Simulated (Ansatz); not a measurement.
## Ni in Ansatz: the effect of functional

The system is Ni.

```xyz
1
Lattice="0.0000 1.7491 1.7491 1.7491 0.0000 1.7491 1.7491 1.7491 0.0000" Properties=species:S:1:pos:R:3 pbc="T T T"
Ni    0.0000    0.0000    0.0000
```

The cell isn't the ideal one: volume scaled by 1.02.

Alike in all runs:

* Program: Ansatz 0.2.0
* Task: single point
* Potentials or basis: Ansatz PAW
* k mesh: 13 × 13 × 13
* Occupations: fermi-dirac, width 0.05 eV
* Spin: collinear spin, ferromagnetic start
* Starting moments: [1.0] μB

| functional | cutoff | pressure (GPa) | moment (μB) |
| --- | --- | --- | --- |
| LDA | 420 eV (not typed: the program's choice for these potentials) | -14.1 | 0.62 |
| r2SCAN | 500 eV (not typed: the program's choice for these potentials) | -3.9 | 0.73 |
| PBE | 420 eV (not typed: the program's choice for these potentials) | ? | ? |

Q: What does the run with functional PBE give?

A: Pressure 3.6 GPa; moment 0.63 μB.

Caveats: the PAW data sets come from PBE, with cores solved anew for the run's functional, which leaves a small shift of forces and pressure (some runs); the magnetic or orbital state may not be the lowest (some runs).
